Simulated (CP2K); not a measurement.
CdTe:

```xyz
2
Lattice="4.5326 0.0000 0.0000 2.2663 3.9253 0.0000 2.2663 1.3084 3.7008" Properties=species:S:1:pos:R:3 pbc="T T T"
Te    6.7988    3.9253    2.7756
Cd    0.0000    0.0000    0.0000
```

Base run:

| Property | Result |
| --- | --- |
| Program | CP2K 2026.2 |
| Functional | PBEsol |
| Potentials or basis | POTENTIAL_UZH Te GTH-PBE-q6, Cd GTH-PBE-q12; TZVP-MOLOPT-PBE-GTH basis |
| Density cutoff | 9184 eV |
| k mesh | 7 × 7 × 7 |
| Occupations | fermi-dirac, width 0.05 eV |
| Spin | no spin polarisation |

Its results: band gap on the k mesh 0.73 eV, direct; pressure 2.9 GPa.

**Question.** The run is repeated on the same cell with these changes: functional from PBEsol to BLYP. What comes out?

**Answer.** Band gap on the k mesh 0.89 eV, direct; pressure 7.6 GPa.

BLYP binds less tightly than PBEsol, so the same cell stands under more pressure.

Caveats: the potentials were made for another functional, which shifts forces and pressure; spin-orbit coupling is left out, which moves the levels of the heavy elements; the basis of atomic orbitals isn't converged, which shifts pressures, moduli and gaps.

